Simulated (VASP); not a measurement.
Level of theory: PBE GGA, VASP's PBE PAW potentials (set 64) (plane waves; VASP).

VASP input:

### POSCAR
```
CsI
1
    4.5728390000     0.0000000000     0.0000000000
    0.0000000000     4.5728390000     0.0000000000
    0.0000000000     0.0000000000     4.5728390000
Cs I
1 1
Direct
  0.0000000000   0.0000000000   0.0000000000
  0.5000000000   0.5000000000   0.5000000000
```

### KPOINTS
```
Automatic mesh
0
Gamma
10 10 10
0 0 0
```

### INCAR
```
SYSTEM = CsI
PREC = Accurate
ENCUT = 420
EDIFF = 1E-09
NELM = 100
ALGO = Normal
LREAL = .FALSE.
LASPH = .TRUE.
ISMEAR = 0
SIGMA = 0.05
GGA = PE
LMAXMIX = 4
LWAVE = .FALSE.
LCHARG = .FALSE.
ISIF = 3
IBRION = 2
NSW = 50
EDIFFG = -0.005
```

POTCAR, in this order: Cs_sv I (PBE.64 set). Program: vasp_std.

The run wrote:

File OUTCAR:
```
 ion  position               nearest neighbor table
   1  0.000  0.000  0.000-
   2  0.500  0.500  0.500-
  LATTYP: Found a simple cubic cell.
 ALAT       =     4.5728390000
 Subroutine PRICEL returns:
 Original cell was already a primitive cell.
 Subroutine GETGRP returns: Found 48 space group operations
The static configuration has the point symmetry O_h .
The dynamic configuration has the point symmetry O_h .
 Subroutine INISYM returns: Found 48 space group operations
 Subroutine IBZKPT returns following result:
 Found     56 irreducible k-points:

 Following reciprocal coordinates:
            Coordinates               Weight
  0.000000  0.000000  0.000000      1.000000
  0.100000  0.000000  0.000000      6.000000
  0.200000  0.000000  0.000000      6.000000
  0.300000  0.000000  0.000000      6.000000
  0.400000  0.000000  0.000000      6.000000
  0.500000  0.000000  0.000000      3.000000
  0.100000  0.100000  0.000000     12.000000
  0.200000  0.100000  0.000000     24.000000
  0.300000  0.100000  0.000000     24.000000
  0.400000  0.100000  0.000000     24.000000
  0.500000  0.100000  0.000000     12.000000
  0.200000  0.200000  0.000000     12.000000
  0.300000  0.200000  0.000000     24.000000
  0.400000  0.200000  0.000000     24.000000
  0.500000  0.200000  0.000000     12.000000
  0.300000  0.300000  0.000000     12.000000
  0.400000  0.300000  0.000000     24.000000
  0.500000  0.300000  0.000000     12.000000
  0.400000  0.400000  0.000000     12.000000
  0.500000  0.400000  0.000000     12.000000
  0.500000  0.500000  0.000000      3.000000
  0.100000  0.100000  0.100000      8.000000
  0.200000  0.100000  0.100000     24.000000
  0.300000  0.100000  0.100000     24.000000
  0.400000  0.100000  0.100000     24.000000
  0.500000  0.100000  0.100000     12.000000
  0.200000  0.200000  0.100000     24.000000
  0.300000  0.200000  0.100000     48.000000
  0.400000  0.200000  0.100000     48.000000
  0.500000  0.200000  0.100000     24.000000
  0.300000  0.300000  0.100000     24.000000
  0.400000  0.300000  0.100000     48.000000
  0.500000  0.300000  0.100000     24.000000
  0.400000  0.400000  0.100000     24.000000
  0.500000  0.400000  0.100000     24.000000
  0.500000  0.500000  0.100000      6.000000
  0.200000  0.200000  0.200000      8.000000
  0.300000  0.200000  0.200000     24.000000
  0.400000  0.200000  0.200000     24.000000
  0.500000  0.200000  0.200000     12.000000
   k-points           NKPTS =     56   k-points in BZ     NKDIM =     56   number of bands    NBANDS=     12
   number of dos      NEDOS =    301   number of ions     NIONS =      2
   total plane-waves  NPLWV =  32768
   dimension x,y,z NGX =    32 NGY =   32 NGZ =   32
   dimension x,y,z NGXF=    64 NGYF=   64 NGZF=   64
   ions per type =               1   1
   PREC   = accura    normal or accurate (medium, high low for compatibility)
   ISTART =      0    job   : 0-new  1-cont  2-samecut
   ICHARG =      2    charge: 1-file 2-atom 10-const
   ISPIN  =      1    spin polarized calculation?
   LNONCOLLINEAR =      F non collinear calculations
   LSORBIT =      F    spin-orbit coupling
   INIWAV =      1    electr: 0-lowe 1-rand  2-diag
   ENCUT  =  420.0 eV  30.87 Ry    5.56 a.u.   7.64  7.64  7.64*2*pi/ulx,y,z
   NELM   =    100;   NELMIN=  2; NELMDL= -5     # of ELM steps
   EDIFF  = 0.1E-08   stopping-criterion for ELM
   LREAL  =      F    real-space projection
   NLSPLINE    = F    spline interpolate recip. space projectors
   LMAXMIX     =    4 max onsite mixed and CHGCAR
...
```

File OSZICAR:
```
       N       E                     dE             d eps       ncg     rms          rms(c)
DAV:   1     0.865702206085E+02    0.86570E+02   -0.55708E+03  1344   0.931E+02
DAV:   2     0.922477753977E+00   -0.85648E+02   -0.80372E+02  2060   0.158E+02
DAV:   3    -0.548327043144E+01   -0.64057E+01   -0.63863E+01  1716   0.499E+01
DAV:   4    -0.556827833786E+01   -0.85008E-01   -0.84982E-01  1632   0.727E+00
DAV:   5    -0.556923120372E+01   -0.95287E-03   -0.95283E-03  1712   0.782E-01    0.160E+00
DAV:   6    -0.544994940282E+01    0.11928E+00   -0.16218E-01  1528   0.191E+00    0.122E+00
DAV:   7    -0.542528743179E+01    0.24662E-01   -0.13851E-01  1560   0.182E+00    0.594E-01
DAV:   8    -0.542866114913E+01   -0.33737E-02   -0.95568E-03  1540   0.634E-01    0.845E-02
DAV:   9    -0.542905611691E+01   -0.39497E-03   -0.87884E-04  1596   0.203E-01    0.758E-02
DAV:  10    -0.542914826960E+01   -0.92153E-04   -0.12930E-04  1568   0.787E-02    0.132E-02
DAV:  11    -0.542914652602E+01    0.17436E-05   -0.36055E-05  1592   0.309E-02    0.554E-03
DAV:  12    -0.542914697322E+01   -0.44720E-06   -0.36595E-06  1616   0.136E-02    0.231E-03
DAV:  13    -0.542914698917E+01   -0.15957E-07   -0.11323E-07  1664   0.245E-03    0.442E-04
DAV:  14    -0.542914701056E+01   -0.21386E-07   -0.36154E-08  1644   0.102E-03    0.185E-04
DAV:  15    -0.542914702586E+01   -0.15302E-07   -0.45250E-09  1564   0.507E-04    0.701E-05
DAV:  16    -0.542914702516E+01    0.70418E-09   -0.71384E-11  1064   0.675E-05
   1 F= -.54291470E+01 E0= -.54291470E+01  d E =-.542915E+01
       N       E                     dE             d eps       ncg     rms          rms(c)
DAV:   1    -0.552458000526E+01   -0.95433E-01   -0.15844E+00  1376   0.716E+00    0.132E+00
DAV:   2    -0.545817814785E+01    0.66402E-01   -0.91128E-02  1376   0.175E+00    0.562E-01
DAV:   3    -0.543934003039E+01    0.18838E-01   -0.59387E-02  1380   0.134E+00    0.324E-01
DAV:   4    -0.543928026738E+01    0.59763E-04   -0.63047E-04  1516   0.176E-01    0.283E-01
DAV:   5    -0.543916349485E+01    0.11677E-03   -0.56041E-04  1548   0.144E-01    0.263E-02
DAV:   6    -0.543914829142E+01    0.15203E-04   -0.54075E-05  1508   0.430E-02    0.242E-02
DAV:   7    -0.543914262939E+01    0.56620E-05   -0.10113E-05  1568   0.220E-02    0.414E-02
DAV:   8    -0.543914440514E+01   -0.17758E-05   -0.15046E-06  1536   0.773E-03    0.561E-03
DAV:   9    -0.543914587030E+01   -0.14652E-05   -0.38112E-07  1620   0.372E-03    0.971E-03
DAV:  10    -0.543914507591E+01    0.79439E-06   -0.11091E-07  1604   0.219E-03    0.331E-04
DAV:  11    -0.543914498934E+01    0.86568E-07   -0.42377E-09  1596   0.498E-04    0.507E-04
DAV:  12    -0.543914500326E+01   -0.13920E-07   -0.69521E-10  1036   0.217E-04    0.246E-04
DAV:  13    -0.543914502435E+01   -0.21095E-07   -0.82293E-11   792   0.682E-05    0.149E-05
DAV:  14    -0.543914502805E+01   -0.36978E-08   -0.13778E-11   788   0.272E-05    0.363E-05
DAV:  15    -0.543914502467E+01    0.33832E-08   -0.17344E-12   760   0.145E-05    0.249E-06
DAV:  16    -0.543914502456E+01    0.10618E-09    0.26858E-12   748   0.612E-06
   2 F= -.54391450E+01 E0= -.54391450E+01  d E =-.999800E-02
       N       E                     dE             d eps       ncg     rms          rms(c)
DAV:   1    -0.555071060094E+01   -0.11157E+00   -0.20018E+00  1372   0.800E+00    0.148E+00
DAV:   2    -0.546623390790E+01    0.84477E-01   -0.11722E-01  1360   0.196E+00    0.630E-01
DAV:   3    -0.544251991638E+01    0.23714E-01   -0.74930E-02  1392   0.149E+00    0.362E-01
DAV:   4    -0.544243576089E+01    0.84155E-04   -0.79337E-04  1512   0.196E-01    0.317E-01
DAV:   5    -0.544228114893E+01    0.15461E-03   -0.73032E-04  1540   0.163E-01    0.294E-02
DAV:   6    -0.544226307203E+01    0.18077E-04   -0.72039E-05  1492   0.487E-02    0.276E-02
DAV:   7    -0.544225706892E+01    0.60031E-05   -0.12904E-05  1572   0.249E-02    0.471E-02
DAV:   8    -0.544225907236E+01   -0.20034E-05   -0.16991E-06  1528   0.836E-03    0.744E-03
DAV:   9    -0.544226088311E+01   -0.18107E-05   -0.48969E-07  1616   0.428E-03    0.114E-02
DAV:  10    -0.544225999898E+01    0.88413E-06   -0.12972E-07  1604   0.236E-03    0.613E-04
DAV:  11    -0.544225988467E+01    0.11431E-06   -0.53448E-09  1564   0.547E-04    0.500E-04
DAV:  12    -0.544225989855E+01   -0.13878E-07   -0.94099E-10  1012   0.250E-04    0.209E-04
DAV:  13    -0.544225991522E+01   -0.16671E-07   -0.78284E-11   756   0.692E-05    0.136E-05
DAV:  14    -0.544225991984E+01   -0.46184E-08   -0.98667E-12   736   0.254E-05    0.386E-05
DAV:  15    -0.544225991634E+01    0.35010E-08    0.13624E-13   740   0.145E-05    0.219E-06
DAV:  16    -0.544225991613E+01    0.20430E-09   -0.22644E-12   744   0.615E-06
   3 F= -.54422599E+01 E0= -.54422599E+01  d E =-.131129E-01
       N       E                     dE             d eps       ncg     rms          rms(c)
DAV:   1    -0.544358131799E+01   -0.13214E-02   -0.23572E-02  1368   0.878E-01    0.162E-01
DAV:   2    -0.544258430217E+01    0.99702E-03   -0.13657E-03  1360   0.212E-01    0.681E-02
DAV:   3    -0.544230921332E+01    0.27509E-03   -0.87323E-04  1384   0.161E-01    0.398E-02
DAV:   4    -0.544230949638E+01   -0.28306E-06   -0.99580E-06  1496   0.220E-02    0.321E-02
DAV:   5    -0.544230985878E+01   -0.36240E-06   -0.78473E-06  1568   0.169E-02    0.347E-03
DAV:   6    -0.544231028743E+01   -0.42865E-06   -0.73309E-07  1468   0.498E-03    0.160E-03
DAV:   7    -0.544231077893E+01   -0.49150E-06   -0.10630E-07  1536   0.226E-03    0.183E-03
DAV:   8    -0.544231070044E+01    0.78488E-07   -0.43046E-09  1544   0.444E-04    0.933E-04
DAV:   9    -0.544231055896E+01    0.14148E-06   -0.54755E-09  1576   0.395E-04    0.536E-04
DAV:  10    -0.544231059884E+01   -0.39884E-07   -0.42063E-10   784   0.137E-04    0.972E-05
DAV:  11    -0.544231060625E+01   -0.74008E-08   -0.87331E-11   740   0.603E-05    0.120E-05
DAV:  12    -0.544231061036E+01   -0.41111E-08   -0.15486E-11   736   0.228E-05    0.162E-05
DAV:  13    -0.544231060941E+01    0.94963E-09   -0.13482E-12   736   0.874E-06
   4 F= -.54423106E+01 E0= -.54423106E+01  d E =-.131636E-01
```

**OUTCAR**
```
------------------------ aborting loop because EDIFF is reached ----------------------------------------
  FORCE on cell =-STRESS in cart. coord.  units (eV):
  Direction    XX          YY          ZZ          XY          YZ          ZX
  --------------------------------------------------------------------------------------
  Total       -0.0012503     -0.0012503     -0.0012503      0.0000000     -0.0000000      0.0000000
  in kB       -0.0196769     -0.0196769     -0.0196769      0.0000000     -0.0000000      0.0000000
  external PRESSURE =      -0.0196769 kB  Pullay stress =       0.0000000 kB
  volume of cell :      101.81
      direct lattice vectors                 reciprocal lattice vectors
     4.669384269  0.000000000  0.000000000     0.214160999  0.000000000 -0.000000000
    -0.000000000  4.669384269  0.000000000    -0.000000000  0.214160999  0.000000000
     0.000000000 -0.000000000  4.669384269    -0.000000000 -0.000000000  0.214160999
 POSITION                                       TOTAL-FORCE (eV/Angst)
 -----------------------------------------------------------------------------------
      0.00000      0.00000      0.00000         0.000000      0.000000      0.000000
      2.33469      2.33469      2.33469        -0.000000     -0.000000      0.000000
 -----------------------------------------------------------------------------------
    total drift:                                0.000000      0.000000     -0.000000
  FREE ENERGIE OF THE ION-ELECTRON SYSTEM (eV)
  ---------------------------------------------------
  free  energy   TOTEN  =        -5.4423106094 eV

  energy  without entropy=       -5.4423106094  energy(sigma->0) =       -5.44231061

 reached required accuracy - stopping structural energy minimisation
```
(Selected blocks of OUTCAR.)

CONTCAR:
```
CsI
   1.00000000000000
     4.6693842686611235    0.0000000000000000    0.0000000000000000
    -0.0000000000000000    4.6693842686611235    0.0000000000000000
     0.0000000000000000   -0.0000000000000000    4.6693842686611235
  Cs              I
     1     1
Direct
     0.0000000000000000    0.0000000000000000    0.0000000000000000
     0.5000000000000000    0.5000000000000000    0.5000000000000000
```

Energy and stress use the plane-wave basis of the starting cell.

The structure comes from a computed database's CsI entry; how it stands against other phases isn't given here. This run relaxes it. Symmetry was kept, so distortions that lower it aren't found. The run is one of a series of settings (EDIFF = 1E-09, EDIFFG = -0.005, ENCUT = 420, IBRION = 2, ISIF = 3, NSW = 50, KPOINTS 10×10×10 Γ-centred mesh against the base run), some of them coarse on purpose.
